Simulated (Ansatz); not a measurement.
System: zinc-blende AlSb. Method: r²SCAN-D4 (plane waves, PAW; Ansatz, an electronic-structure program).

Settings: plane-wave cutoff 560 eV, 10×10×10 k mesh, Fermi–Dirac smearing 0.01 eV, scalar-relativistic PAW data made under PBE.

Computed at the level's own relaxed cell.

What does this level give for the band gap, pressure derivative B′ of the bulk modulus, equilibrium lattice constant a, bulk modulus B0 and width of the whole s-p valence band?


- band gap = 1.49 eV
- pressure derivative B′ of the bulk modulus = 4.3
- equilibrium lattice constant a = 6.156 Å
- bulk modulus B0 = 57.2 GPa
- width of the whole s-p valence band = 11.10 eV

Measured, for comparison: band gap 1.73 eV (zero-point renormalisation of 35 meV (experimental, the table's column) added back here, indirect; inputs from Miglio et al. (2020), arXiv:2011.12765); lattice constant a 6.128 Å (low temperature, thermal expansion removed or low-temperature value; zero-point expansion not removed; as tabulated in Zhang et al. (2018), doi:10.1088/1367-2630/aac7f0); bulk modulus 58.2 GPa (temperature not stated, no zero-point or thermal correction; as tabulated in Toher et al. (2017), arXiv:1611.05714). Computed (rounded) less measured: lattice constant a +0.5 %, bulk modulus -2 %.

Spin–orbit coupling is not included; with these elements it can move the gap by several tenths of an eV or more.

Computed values are for the static lattice.

Computing time: roughly 90 core-seconds.
